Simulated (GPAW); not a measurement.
The system is Sb.

```
Sb
1.0
     2.15420    1.24373    3.75800
    -2.15420    1.24373    3.75800
     0.00000   -2.48746    3.75800
Sb
2
Direct
  0.76651 0.76651 0.76651
  0.23349 0.23349 0.23349
```

Program: GPAW 26.7.0. Alike in all runs: cell as given; cutoff (eV) 600.

**Question.** Order these runs on this cell by their pressure, lowest first.
A. level LDA; potentials or basis the program's PAW data sets (release 1.2.1) made for this functional, pw; spin off; k mesh 8 × 8 × 8; smearing gaussian 0.05 eV
B. level M06-L; potentials or basis GPAW PAW data sets (gpaw-data 1.2.1), pw; spin SOC, no magnetisation; k mesh 5 × 5 × 5; smearing fermi-dirac 0.05 eV; band path GLB1,BZGX,QFP1Z,LP; band points 80; spin axis theta (degrees) 0; spin axis phi (degrees) 0
C. level PBE; potentials or basis GPAW PAW data sets (gpaw-data 1.2.1), pw; spin off; k mesh 8 × 8 × 8; smearing gaussian 0.018 eV
D. level BLYP; potentials or basis PAW data sets generated in the run's folder for this functional, pw; spin off; k mesh 8 × 8 × 8; smearing fermi-dirac 0.05 eV; band path GLB1,BZGX,QFP1Z,LP; band points 80; eigensolver davidson

**Answer.** A (-1.5 GPa), C (2.4 GPa), B (4.2 GPa), D (6.5 GPa).

Caveats: spin-orbit coupling was added after a scalar SCF, so levels and gaps hold it while energy, forces, pressure and moments don't (some runs); the PAW data sets were made with another functional, which shifts forces and pressure a little (some runs).
